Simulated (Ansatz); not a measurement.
# CsPbCl3 (model cell, started as cubic perovskite with Pb in the octahedra): following an unstable mode, part 2 of 2

Which phase does CsPbCl3 (model cell, started as cubic perovskite with Pb in the octahedra) fall into along its unstable mode, and how much energy does it gain?

Ansatz 0.2.0; DFT PBEsol, scalar-relativistic, plane waves, PAW; PAW set soft_1.

So far, highest frequency on the path or at a solved wavevector (cm⁻¹): step 2 (the dispersion) 263. Also lowest frequency on the path (cm⁻¹): step 2 -47.9.

**6. Relaxing from the distorted cell**

Starting from the lowest point found, all atoms and the cell are let go, so that strain and other modes of the same symmetry can join in.

File input.yaml:

```yaml
crystal:
  lattice:
    - [-5.6185982474, 0.0, 0.0]
    - [0.0, -5.6185982474, -5.6185982474]
    - [0.0, -5.6185982474, 5.6185982474]
  atoms:
    - { symbol: Cs, position: [0.0, 0.5, 0.5] }
    - { symbol: Cs, position: [0.0, 0.0, 0.0] }
    - { symbol: Pb, position: [0.5, 0.0, 0.5] }
    - { symbol: Pb, position: [0.5, 0.5, 0.0] }
    - { symbol: Cl, position: [0.5, 0.3033941006, 0.3033941006] }
    - { symbol: Cl, position: [0.5, 0.6966058994, 0.6966058994] }
    - { symbol: Cl, position: [0.5, 0.1966058994, 0.8033941006] }
    - { symbol: Cl, position: [0.5, 0.8033941006, 0.1966058994] }
    - { symbol: Cl, position: [0.0, 0.0, 0.5] }
    - { symbol: Cl, position: [0.0, 0.5, 0.0] }
kpoints:
  mp_grid: { grid: [6, 6, 6] }
hamiltonian:
  xc: pbesol
  pseudopotentials: { kind: paw, azcp: { folder: soft_1 }, xc_functional: pbe }
scf:
  occupations: { method: fixed }
output:
  forces: true
  stress: true
  eigenvalues: true
relax:
  adjacent_minimum: "off"
  f_tol: 0.002
  max_steps: 120
  cell: { stress_tol: 0.03 }
```

The run is started by

```sh
> ansatz run input.yaml --threads 4 --pin off --max-ram 16384MiB --backend cpu --events-out ev --progress --plain --runs-dir out
```

Numbers of over 12 decimals in the logs are rounded to 6 here.

What it wrote:

```text
[...]
Crystal: 10 atoms, lattice volume = 354.743 Å³
Basis set: ecut = 420 eV, 6899 PW (Γ), exchange–correlation on 80×108×108 points (8 copies of the dense FFT grid, shifted against one another)
Bands: 54, of which v1, the nominal top of the filled ones, is band 44 counted from 1 (43 counted from 0)
Symmetry: 16 space group operations
[...]
k-points: 40 of 216
[...]
SCF iter   1: F=—  HF=-41068.471580 eV  |F-HF|=—  |Δ(HF+E_count)|=         —  Δρ=2.46e-2  dr2=5.01e0  ethr=3.10e-3  ⟨swp⟩=5.7  Hψ=8248  notcnv=0  defer=273
[...]
SCF iter   8: F=-41066.062202 eV  HF=-41066.062202 eV  |F-HF|=2.20e-8  |Δ(HF+E_count)|=   1.08e-7  Δρ=2.00e-6  dr2=2.05e-8  ethr=1.14e-10  ⟨swp⟩=20.1  Hψ=15635  notcnv=0
SCF 1 converged in 8 iterations: F = -41066.062202 eV  dr2 = 2.05e-8
[...]
relax step   1: F+E_penalty+E_count = -41066.06220237 eV  Δ(F+E_penalty+E_count) = +0.000e0 eV  max|allowed force component| = 5.188e-3 eV/Å  Δτ_max = 0.0000 Å  P = -0.481 GPa  Ω = 354.743 Å³  (8 SCF iters, dr2 threshold 1.00e-7 eV, accepted)
Crystal: 10 atoms, lattice volume = 349.505 Å³
Basis set: ecut = 420 eV, 6803 PW (Γ), exchange–correlation on 80×108×108 points (8 copies of the dense FFT grid, shifted against one another)
[...]
iter 1 solved again at ethr=2.26e-6 eV; its pass at ethr=3.10e-3 eV (dr2=1.99e-3 eV) is discarded
[...]
SCF iter   5: F=-41066.089998 eV  HF=-41066.089998 eV  |F-HF|=1.32e-7  |Δ(HF+E_count)|=   1.78e-6  Δρ=5.53e-6  dr2=1.11e-7  ethr=1.14e-9  ⟨swp⟩=15.8  Hψ=14254  notcnv=0
the search or the solves at the SCF's close seem to have found levels that the self-consistency loop had missed (the run counts 1). By its estimate they hold under 1e-12 electrons; where the run keeps them, the occupations were computed again with them
SCF 2 converged in 5 iterations: F = -41066.089998 eV  dr2 = 1.11e-7
relax step   2: F+E_penalty+E_count = -41066.08999826 eV  Δ(F+E_penalty+E_count) = -2.780e-2 eV  max|allowed force component| = 1.754e-2 eV/Å  Δτ_max = 0.0137 Å  P = -0.184 GPa  Ω = 349.505 Å³  energy of the carried Pulay correction = +2.497e-4 eV  (5 SCF iters, dr2 threshold 1.00e-6 eV, accepted)
Crystal: 10 atoms, lattice volume = 345.012 Å³
Basis set: ecut = 420 eV, 6723 PW (Γ), exchange–correlation on 80×108×108 points (8 copies of the dense FFT grid, shifted against one another)
[...]
SCF iter   6: F=-41066.102843 eV  HF=-41066.102843 eV  |F-HF|=4.22e-10  |Δ(HF+E_count)|=   6.13e-7  Δρ=3.57e-6  dr2=4.74e-8  ethr=3.73e-10  ⟨swp⟩=16.5  Hψ=14027  notcnv=0
SCF 3 converged in 6 iterations: F = -41066.102843 eV  dr2 = 4.74e-8
[...]
relax step   3: F+E_penalty+E_count = -41066.10284278 eV  Δ(F+E_penalty+E_count) = -1.284e-2 eV  max|allowed force component| = 2.720e-2 eV/Å  Δτ_max = 0.0503 Å  P = +0.032 GPa  Ω = 345.012 Å³  energy of the carried Pulay correction = +4.690e-4 eV  (6 SCF iters, dr2 threshold 3.28e-7 eV, accepted)
[...]
relax step   4: F+E_penalty+E_count = -41066.10535597 eV  Δ(F+E_penalty+E_count) = -2.513e-3 eV  max|allowed force component| = 1.488e-3 eV/Å  Δτ_max = 0.0481 Å  P = +0.025 GPa  Ω = 343.933 Å³  energy of the carried Pulay correction = +5.223e-4 eV  (6 SCF iters, dr2 threshold 4.62e-8 eV, accepted)
[...]
relax step   5: F+E_penalty+E_count = -41066.10536783 eV  Δ(F+E_penalty+E_count) = -1.186e-5 eV  max|allowed force component| = 1.658e-4 eV/Å  Δτ_max = 0.0020 Å  P = -0.004 GPa  Ω = 344.259 Å³  energy of the carried Pulay correction = +5.062e-4 eV  (5 SCF iters, dr2 threshold 2.52e-9 eV, accepted)
[...]
SCF iter   4: F=-41066.104918 eV  HF=-41066.104918 eV  |F-HF|=7.28e-11  |Δ(HF+E_count)|=   4.31e-8  Δρ=1.27e-7  dr2=3.14e-11  ethr=1.00e-12  ⟨swp⟩=19.6  Hψ=18071  notcnv=0
SCF 6 converged in 4 iterations: F = -41066.104918 eV  dr2 = 3.14e-11
[...]
relax step   6: F+E_penalty+E_count = -41066.10491772 eV  Δ(F+E_penalty+E_count) = +4.501e-4 eV  max|allowed force component| = 1.396e-4 eV/Å  Δτ_max = 0.0000 Å  P = -0.005 GPa  Ω = 344.259 Å³  stress off target by 6.81e-3 GPa  SCF on the basis re-selected at this cell (its energy is not comparable with the rows above)  (4 SCF iters)
basis re-selected at this cell: Δ(F+E_penalty+E_count) = +4.501e-4 eV, ΔP = -0.001 GPa vs the last step (what re-selecting the basis moved, of the pressure what is left beyond the Pulay correction that the steps carried, after the strain that the cell walked since its last selection, with what the two solves' SCF thresholds leave and, on support functions, any second-order correction that the steps lacked; it is no m [...]
SCF converged after 4 iterations
Free energy (F): -41066.104918 eV
[...]
Internal energy: -41066.104918 eV  (E = F + TS)
E sigma→0 (E₀):  -41066.104918 eV
Fermi energy:    3.809301 eV
[...]
--- Forces (eV/Å), atoms counted from 1 ---
  atom   1  Cs    -0.00000000    -0.00000000     0.00000000
  atom   2  Cs     0.00000000     0.00000000     0.00000000
  atom   3  Pb     0.00000000    -0.00000000     0.00000000
  atom   4  Pb    -0.00000000    -0.00000000     0.00000000
  atom   5  Cl    -0.00000000     0.00013961     0.00000000
  atom   6  Cl     0.00000000    -0.00013961    -0.00000000
  atom   7  Cl    -0.00000000     0.00000000    -0.00013961
  atom   8  Cl     0.00000000    -0.00000000     0.00013961
  atom   9  Cl     0.00000000    -0.00000000     0.00000000
  atom  10  Cl     0.00000000     0.00000000    -0.00000000
  max |Σ_I F_I| component: 8.67e-19 eV/Å
--- Stress (GPa, compression-positive) ---
       -0.006811       0.000000      -0.000000
        0.000000      -0.004324       0.000000
       -0.000000       0.000000      -0.004324
  P = ⅓ Tr σ = -0.0052 GPa (-0.052 kbar)
--- Band table (eV; the first three rows and the last of 40) ---
  k-point 0: bands = [... 40 lower, 1.7821, 1.7821, 1.8403, 3.0999, 6.6483, 6.6483, 7.6785, 8.4564, ... 6 higher]
  k-point 1: bands = [... 40 lower, 1.6994, 1.7765, 1.9457, 2.8909, 6.8112, 6.8911, 7.8345, 8.5604, ... 6 higher]
  k-point 2: bands = [... 40 lower, 1.6583, 1.7486, 2.0133, 2.4481, 7.2714, 7.4613, 8.2045, 8.6947, ... 6 higher]
  k-point 39: bands = [... 40 lower, 1.8586, 1.8586, 3.0600, 3.0600, 6.3937, 6.3937, 6.5297, 6.5297, ... 6 higher]
--- Relaxed structure (5 steps of the walk, 5 accepted, 1 SCFs on fresh bases) ---
  F+E_penalty+E_count = -41066.10491772 eV   max|allowed force component| = 1.396e-4 eV/Å   (the final SCF, on the basis selected at the relaxed cell)
  cell:  # Å, volume = 344.2588 Å³
    - [-5.696223, 0, 0]
    - [0, -5.497105, -5.497105]
    - [0, -5.497105, 5.497105]
  atoms:
    - { symbol: Cs, position: [0, 0.500000, 0.500000] }
    - { symbol: Cs, position: [0, 0, 1.2349866636430526e-19] }
    - { symbol: Pb, position: [0.5, 0.0, 0.500000] }
    - { symbol: Pb, position: [0.5, 0.500000, 0.0] }
    - { symbol: Cl, position: [0.5, 0.313551, 0.313551] }
    - { symbol: Cl, position: [0.5, 0.686449, 0.686449] }
    - { symbol: Cl, position: [0.5, 0.186449, 0.813551] }
    - { symbol: Cl, position: [0.5, 0.813551, 0.186449] }
    - { symbol: Cl, position: [0, 0.0, 0.500000] }
    - { symbol: Cl, position: [0, 0.500000, 0.0] }
```

Wall time 92 s (4 threads of Intel Xeon Platinum 8375C at 2.90GHz (Ice Lake), shared host); peak memory 1.1 GiB; 5.8 min of CPU time.

Relaxation path:

```tsv
step	energy less that of the first step (eV)	largest force component (eV/Å)	pressure (GPa)	volume (Å³)
1	0.0000	0.0052	-0.48	354.74
2	-0.0278	0.0175	-0.18	349.51
3	-0.0406	0.0272	0.03	345.01
4	-0.0432	0.0015	0.02	343.93
5	-0.0432	0.0002	0.00	344.26
6*	-0.0427	0.0001	-0.01	344.26
```

Relaxation steps marked * repeat the geometry before them on a plane-wave basis chosen anew for their cell, so energy and pressure can jump there.

The run keeps the 16 symmetry operations that it works with, so distortions that break them were not tested.

```tsv
cell as run	before	after	change
a (Å)	5.619	5.696	+1.4 %
b (Å)	7.946	7.774	-2.2 %
c (Å)	7.946	7.774	-2.2 %
volume (Å³/atom)	35.47	34.43	-3.0 %
```

The atoms that moved most (Å, as changes of fractional coordinates times the final cell):

```tsv
atom	dx	dy	dz	length
Cl6	0.000	0.112	0.000	0.112
Cl8	0.000	0.000	-0.112	0.112
Cl7	0.000	0.000	0.112	0.112
Cl5	0.000	-0.112	0.000	0.112
```

This step gave:

```
pressure          : -0.005153 GPa
gap on the k-mesh : 2.080 eV
volume per atom   : 34.43 Å³
```

The distorted start has space group P4/mbm; the relaxation ends in P4/mbm.

**7. The new phase in its own primitive cell**

The relaxed structure is symmetrised, reduced to its primitive cell and relaxed tightly, as its phonons need.

input.yaml, the sections that differ from step 6:

```yaml
crystal:
  lattice:
    - [7.7740799254, 0.0, 0.0]
    - [0.0, 7.7740799254, 0.0]
    - [0.0, 0.0, 5.6962233785]
  atoms:
    - { symbol: Cs, position: [0.5, 0.0, 0.0] }
    - { symbol: Cs, position: [0.0, 0.5, 0.0] }
    - { symbol: Pb, position: [0.0, 0.0, 0.5] }
    - { symbol: Pb, position: [0.5, 0.5, 0.5] }
    - { symbol: Cl, position: [0.3135505331, 0.8135505331, 0.5] }
    - { symbol: Cl, position: [0.6864494669, 0.1864494669, 0.5] }
    - { symbol: Cl, position: [0.1864494669, 0.3135505331, 0.5] }
    - { symbol: Cl, position: [0.8135505331, 0.6864494669, 0.5] }
    - { symbol: Cl, position: [0.0, 0.0, 0.0] }
    - { symbol: Cl, position: [0.5, 0.5, 0.0] }
relax:
  adjacent_minimum: "off"
  f_tol: 0.001
  max_steps: 60
  cell: { stress_tol: 0.01 }
# kpoints, hamiltonian, scf, output: as in step 6
```

What it wrote:

```text
[...]
Crystal: 10 atoms, lattice volume = 344.259 Å³
Basis set: ecut = 420 eV, 6711 PW (Γ), exchange–correlation on 108×108×80 points (8 copies of the dense FFT grid, shifted against one another)
Bands: 54, of which v1, the nominal top of the filled ones, is band 44 counted from 1 (43 counted from 0)
Symmetry: 16 space group operations
[...]
k-points: 40 of 216
[...]
- { symbol: Pb, position: [0.0, 0.0, 0.500000] }
    - { symbol: Pb, position: [0.5, 0.5, 0.500000] }
    - { symbol: Cl, position: [0.3135505331, 0.813551, 0.500000] }
    - { symbol: Cl, position: [0.6864494669, 0.1864494669, 0.500000] }
    - { symbol: Cl, position: [0.1864494669, 0.3135505331, 0.500000] }
    - { symbol: Cl, position: [0.813551, 0.6864494669, 0.500000] }
    - { symbol: Cl, position: [0.0, 0.0, 0.0] }
    - { symbol: Cl, position: [0.5, 0.5, 0.0] }
[key lines of the parts left out:]
SCF converged after 7 iterations
Free energy (F): -41066.104918 eV
Fermi energy:    3.809302 eV
P = ⅓ Tr σ = -0.0052 GPa (-0.052 kbar)
```

Run time: 29 s. Hardware: 4 threads; peak memory 1.1 GiB.

Little changed from the start: no atom moved by 0.005 Å and no cell edge by 0.1 %.

Numbers from this step:

```yaml
direct_gap_on_mesh: 2.080 eV
```

The largest force component left is 0.099 meV/Å and the pressure is -0.005 GPa, within the tolerances set. The cell now holds 34.43 Å³/atom.

**8. The phases reached**

The phases reached along the modes that were followed are set side by side.

Energies are those of the first relaxation, on the mesh of the frozen mode; space group, volume and gap are those of the last relaxation. Phases, by row:

```tsv
mode frozen in	space group	energy from parent (meV/atom)	volume (Å³/atom)	gap on mesh (eV)	lowest zone-centre optical mode (cm⁻¹)	largest shift (Å)
parent	Pm-3m	0	35.47	1.844	–	–
q = (-0.5, -0.5, -0.5), 48i cm⁻¹	I4/mcm	-14.52	34.41	2.086	-17.4	0.701
q = (-0.5, -0.5, -0.5), 48i cm⁻¹	R-3c	-12.4	34.62	2.119	-24.4	0.525
q = (-0.5, -0.5, -0.5), 48i cm⁻¹	Imma	-14.02	34.58	2.215	–	0.65
q = (0, -0.5, -0.5), 47i cm⁻¹	P4/mbm	-14.16	34.43	2.08	–	0.699
```

**9. Results**

| Item | Value |
| --- | --- |
| unstable mode of the parent | q = (0, -0.5, -0.5), 48i cm⁻¹ |
| depth at the lowest point sampled | 9.89 meV/atom |
| largest atomic shift at that point | 0.6 Å |
| space group reached (within 0.01 Å) | P4/mbm |
| energy gained over the parent (first relaxation, on the mesh of the frozen mode) | 14.2 meV/atom |
| volume per atom, phase reached | 34.4 Å³ |
| gap on the k-mesh, phase reached | 2.08 eV |

What this shows: Along this mode the structure falls into P4/mbm, 14.2 meV/atom below the parent. At the parent's cell the well is 9.886 meV/atom deep on the steps tried, with its lowest point at a shift of 0.6 Å. That is the last step tried, so the steps alone don't bracket the bottom of the well. Relaxing atoms and cell changes the gain by +4.27 meV/atom against the lowest step (energies at zero smearing). The modes of the phase reached were not computed on this path. Of the 4 patterns followed to their end from this parent, this one ends 0.361 meV/atom above the lowest, I4/mcm. Another end point lies within 1 meV/atom; how such a difference moves with mesh and cutoff was not tested. Each path keeps the symmetry of its pattern, so a lower phase may lie along a pattern not tried. Spin-orbit coupling is left out, which can matter for the heavy elements here. The PAW files were made for PBE and serve the other functionals too. The starting cell was built on a prototype and not taken from a measurement, so the phase need not exist.

[Logs are printed without paths, hosts, clocks, repeated set-up lines and the standing remarks that a program may print on its own settings, such as how far it seeks lower states.]

[Hosts, paths, dates, database ids (printed as entryN), source tags and the programs' standing remarks are cut or masked in the printed files.]
